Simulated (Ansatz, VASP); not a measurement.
**Two plane-wave programs on Sb**

```
CELL_PARAMETERS angstrom
0.00000 2.44255 2.44255
2.44255 0.00000 2.44255
2.44255 2.44255 0.00000
ATOMIC_POSITIONS crystal
Sb 0.00000 0.00000 0.00000
```

Alike in both runs: task single point; functional r2SCAN; k mesh 16 × 16 × 16; occupations gaussian, width 0.1 eV; no spin polarisation.

```csv
,VASP,Ansatz
version,VASP 6.6.1,Ansatz 0.2.0
potentials or method,"VASP PAW PBE potentials, release 64 (Sb)","scalar-relativistic, plane waves, PAW"
plane-wave cutoff (eV),520,500
valence electrons in the cell,5,15
```

|  | VASP | Ansatz | Ansatz less VASP |
| --- | --- | --- | --- |
| gap on the k mesh at the Fermi level (eV) | none | none | - |
| pressure (GPa) | -3.7 | -3.6 | +0.11 |

A gap of «none» marks a metal or a gap that the smearing closes. The two sets of potentials don't hold the same shells in valence.

Caveats: the PAW data sets were made with another functional, which shifts forces and pressure a little (VASP). Spin-orbit coupling is left out, which matters for the levels of Sb.
